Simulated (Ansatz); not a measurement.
SnTe in Ansatz: the effect of functional

SnTe:

```
CELL_PARAMETERS angstrom
0.00000 3.58691 3.58691
3.58691 0.00000 3.58691
3.58691 3.58691 0.00000
ATOMIC_POSITIONS crystal
Te 0.25000 0.25000 0.25000
Sn 0.00000 0.00000 0.00000
```

Measurements of this composition are mostly on another form, of space group No. 225.

The cell isn't the ideal one: volume scaled by 0.98.

Alike in all runs:

- Program: Ansatz 0.2.0
- Task: single point
- Potentials or basis: Ansatz PAW
- k mesh: 7 × 7 × 7
- Occupations: fermi-dirac, width 0.05 eV
- Spin: no spin polarisation

Question: One run gave: gap on the mesh 0.22 eV; pressure -1.8 GPa. Which functional did it use?
A. LDA
B. PBEsol
C. r2SCAN

Answer: A.

```csv
functional,cutoff,gap on the mesh (eV),pressure (GPa)
LDA,420 eV (not typed: the program's choice for these potentials),0.22,-1.8
PBEsol,420 eV (not typed: the program's choice for these potentials),0.24,-0.9
r2SCAN,500 eV (not typed: the program's choice for these potentials),0.35,-0.1
```

Caveats: odd divisions of the mesh miss points on the zone boundary, where band edges often lie, so the gap on the mesh can be too wide; spin-orbit coupling is left out, which moves the levels of the heavy elements; the PAW data sets come from PBE, with cores solved anew for the run's functional, which leaves a small shift of forces and pressure.

A k mesh can miss the band edges.

Runs at the PBE level aren't shown here.
